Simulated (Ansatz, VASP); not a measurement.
## Two plane-wave programs on Ta2N

```
Ta N
1.0
     3.10114    0.00000    0.00000
    -1.55057    2.68567    0.00000
     0.00000    0.00000    4.88189
Ta N
2 1
Direct
  0.66667 0.33333 0.70394
  0.33333 0.66667 0.25509
  0.00000 0.00000 0.00000
```

Alike in both runs: task single point; functional PBE; k mesh 18 × 18 × 10; occupations gaussian, width 0.15 eV; no spin polarisation.

|  | VASP | Ansatz |
| --- | --- | --- |
| version | VASP 6.6.1 | Ansatz 0.2.0 |
| potentials or method | VASP PAW PBE potentials, release 64 (Ta_pv, N) | scalar-relativistic, plane waves, PAW |
| plane-wave cutoff (eV) | 520 | 420 |
| valence electrons in the cell | 27 | 31 |

|  | VASP | Ansatz | Ansatz less VASP |
| --- | --- | --- | --- |
| gap on the k mesh at the Fermi level (eV) | none | none | - |
| pressure (GPa) | 0.4 | 0.0 | -0.35 |
| largest component of the traceless stress (GPa) | 3.00 | 3.04 | +0.047 |
| rms of the force components (eV/Å) | 1.344 | 1.363 | +0.0190 |

Atom by atom the forces differ by 0.023 eV/Å (rms over components). A gap of «none» marks a metal or a gap that the smearing closes. The functional is the same, so the differences come from potentials, cutoffs and numerics. The two sets of potentials don't hold the same shells in valence.

Caveats: forces of over 1 eV/Å show positions far from the minimum, so gaps and moduli don't describe the material at rest. Spin-orbit coupling is left out, which matters for the levels of Ta.
